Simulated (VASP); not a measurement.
The system is Se.

```
Se
1.0
     0.00000    3.01000    3.01000
     3.01000    0.00000    3.01000
     3.01000    3.01000    0.00000
Se
2
Direct
  0.00000 0.00000 0.00000
  0.25000 0.25000 0.25000
```

The cell was built by a generator and needn't be a form met in nature.

- Program: VASP 6.6.1
- Task: relaxation of cell and atoms
- Functional: PBE
- Potentials or basis: VASP PAW PBE potentials, release 64 (Se)
- Cutoff: 600 eV
- k mesh: 5 × 5 × 5
- Occupations: fermi-dirac, width 0.01 eV
- Spin: no spin polarisation

At the start: pressure 7.9 GPa; volume 27.27 Å³/atom.

Task: Where does the relaxation end?

Result: Over 4 steps the energy falls by 94.6 meV/atom and the volume is 31.82 Å³/atom (+16.7 %); space group Fd-3m (No. 227, to 0.05 Å).

Step by step:
```csv
step,energy change (eV),largest force (eV/Å),pressure (GPa),volume (Å³)
1,0.0000,0.0000,7.93,54.54
2,-0.1799,0.0000,-1.28,65.90
3,-0.1891,0.0000,0.18,63.34
4,-0.1892,0.0000,0.00,63.64
```

Final structure:
```cif
data_structure
_symmetry_space_group_name_H-M 'P 1'
_symmetry_Int_Tables_number 1
_cell_length_a 4.4813
_cell_length_b 4.4813
_cell_length_c 4.4813
_cell_angle_alpha 60.000
_cell_angle_beta 60.000
_cell_angle_gamma 60.000
_cell_volume 63.64
loop_
_atom_site_label
_atom_site_type_symbol
_atom_site_fract_x
_atom_site_fract_y
_atom_site_fract_z
_atom_site_occupancy
Se1 Se 0.00000 0.00000 0.00000 1
Se2 Se 0.25000 0.25000 0.25000 1
```

Caveat: the k mesh is coarse (spacing up to 0.36 Å⁻¹), so the values aren't converged; the volume moved by over 15 % at a fixed basis, so the end points are rough.
